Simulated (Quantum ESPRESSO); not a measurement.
CuO:

```
Cu O
1.0
     2.83633    0.00000    0.00000
    -1.41816    2.45633    0.00000
     0.00000    0.00000    2.76811
Cu O
1 1
Cartesian
  0.0000 0.0000 0.0000
  1.4182 0.8188 1.3841
```

Measurements of this composition are mostly on another form, of space group No. 15.

| Property | Result |
| --- | --- |
| Program | Quantum ESPRESSO 7.5 |
| Task | single point |
| Functional | PBE |
| Potentials or basis | SSSP 1.3 efficiency PBE |
| Cutoff | 748 eV |
| Density cutoff | 5987 eV |
| k mesh | 11 × 11 × 10 |
| Occupations | fermi-dirac, width 0.05 eV |
| Spin | no spin polarisation |

On this cell: pressure -1.0 GPa; largest force under 0.003 eV/Å; band gap on the k mesh none (metal or under the smearing width).

The same run follows on a disturbed copy (atoms moved at random, drawn with an rms of 0.05 Å):

```xyz
2
Lattice="2.8363 0.0000 0.0000 -1.4182 2.4563 0.0000 0.0000 0.0000 2.7681" Properties=species:S:1:pos:R:3 pbc="T T T"
Cu    0.0271    0.0113   -0.0529
O     1.3653    0.8053    1.4051
```

Task: What changes?

Result: The energy (extrapolated to zero smearing) moves by +3.0 meV/atom; pressure 0.0 GPa; largest force 0.283 eV/Å; band gap on the k mesh none (metal or under the smearing width).

Forces in eV/Å, atoms in the order of the input:
```
Cu   0.046 -0.029  0.278
O   -0.046  0.029 -0.278
```

Stress tensor (GPa, compression positive):
```
 3.57 -0.38 -0.78
-0.38  3.21 -0.29
-0.78 -0.29 -6.81
```

Caveats: an odd number of electrons without spin polarisation forces a metal; a magnetic or distorted state may lie lower; the run has no spin polarisation, though such a crystal can be magnetic; semilocal functionals often make such compounds metallic where correlation or magnetic order opens a gap, which also shifts bond lengths.
